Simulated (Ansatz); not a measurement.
The system is Si2W.

```
CELL_PARAMETERS angstrom
-1.60690 1.60690 3.91495
1.60690 -1.60690 3.91495
1.60690 1.60690 -3.91495
ATOMIC_POSITIONS crystal
W 0.00000 0.00000 0.00000
Si 0.66530 0.66530 0.00000
Si 0.33470 0.33470 0.00000
```

Program: Ansatz 0.2.0. Alike in all runs: potentials or basis Ansatz PAW; cell as given. Hardware: 2 threads of Intel(R) Xeon(R) Platinum 8488C (Sapphire Rapids), with other jobs on the host.

Task: Order these runs on this cell by their wall time, lowest first.
A. task single point; level PBE; spin off; k mesh 12 × 12 × 12; cutoff (eV) 420; smearing gaussian 0.013 eV
B. task band structure; level r2SCAN; spin SOC, no magnetisation; k mesh 9 × 9 × 9; cutoff (eV) 500; smearing fermi-dirac 0.05 eV; points for each segment of the path 14
C. task band structure; level PBEsol; spin SOC, no magnetisation; k mesh 9 × 9 × 9; cutoff (eV) 420; smearing fermi-dirac 0.05 eV; points for each segment of the path 14

Result: A (3.2 s), C (18 s), B (43 s).
